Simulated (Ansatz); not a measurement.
## V2O5 — O-17 NMR of the central transition

Cell: a computed structure from the Materials Project (it need not be an observed phase), atoms as given.

```cif
data_V2O5
_symmetry_space_group_name_H-M 'Pnma'
_symmetry_Int_Tables_number 62
_cell_length_a 7.7956
_cell_length_b 6.4912
_cell_length_c 7.5237
_cell_angle_alpha 90.000
_cell_angle_beta 90.000
_cell_angle_gamma 90.000
loop_
_atom_site_label
_atom_site_type_symbol
_atom_site_symmetry_multiplicity
_atom_site_Wyckoff_symbol
_atom_site_fract_x
_atom_site_fract_y
_atom_site_fract_z
V1 V 4 c 0.1691 0.2500 0.7404
V5 V 4 c 0.1191 0.7500 0.6227
O9 O 4 c 0.0555 0.2500 0.5120
O10 O 4 c 0.1359 0.7500 0.1729
O11 O 8 d 0.1205 0.5316 0.7519
O13 O 4 c 0.2051 0.2500 0.9845
```

One atom of each set is listed.

Method: Kohn–Sham DFT in Ansatz, r2SCAN, plane waves and PAW, scalar-relativistic, 500 eV cutoff, Γ-centred 3×4×3 k-points, Fermi–Dirac smearing 0.02 eV.

O-17 has I = 5/2 and Q = -25.58 mb (Pyykkö 2018); at 9.4 T its Larmor frequency is ν₀ = 54.3 MHz. Only the quadrupole interaction is simulated: positions count from each site's isotropic chemical shift, and J coupling is left out, as are shift anisotropy and dipolar coupling, which fast spinning averages.

Question: Simulate the second-order pattern (fast magic-angle spinning, Gaussian broadening 0.03 kHz) of site O13 (2 V at 1.72–1.86 Å, angle 136°).

Answer: The calculation gives C_Q = -2.12 MHz and η = 0.18, so ν_Q = 0.319 MHz and the centre of gravity lies at -9.29 ppm (-0.504 kHz).

```json
{"offset (kHz)": "-1.302", "height": "0"}
{"offset (kHz)": "-1.248", "height": "4"}
{"offset (kHz)": "-1.194", "height": "8"}
{"offset (kHz)": "-1.140", "height": "8"}
{"offset (kHz)": "-1.086", "height": "8"}
{"offset (kHz)": "-1.031", "height": "8"}
{"offset (kHz)": "-0.977", "height": "9"}
{"offset (kHz)": "-0.923", "height": "9"}
{"offset (kHz)": "-0.869", "height": "16"}
{"offset (kHz)": "-0.815", "height": "52"}
{"offset (kHz)": "-0.761", "height": "81"}
{"offset (kHz)": "-0.706", "height": "86"}
{"offset (kHz)": "-0.652", "height": "64"}
{"offset (kHz)": "-0.598", "height": "58"}
{"offset (kHz)": "-0.544", "height": "55"}
{"offset (kHz)": "-0.490", "height": "55"}
{"offset (kHz)": "-0.435", "height": "57"}
{"offset (kHz)": "-0.381", "height": "62"}
{"offset (kHz)": "-0.327", "height": "71"}
{"offset (kHz)": "-0.273", "height": "100"}
{"offset (kHz)": "-0.219", "height": "95"}
{"offset (kHz)": "-0.164", "height": "70"}
{"offset (kHz)": "-0.110", "height": "22"}
{"offset (kHz)": "-0.056", "height": "0"}
```

At O13 V_zz runs parallel to the line that joins its two neighbours (within 4°).

The largest force is 1.0 eV/Å, so the atoms aren't at the calculated equilibrium and relaxing them would move these values.
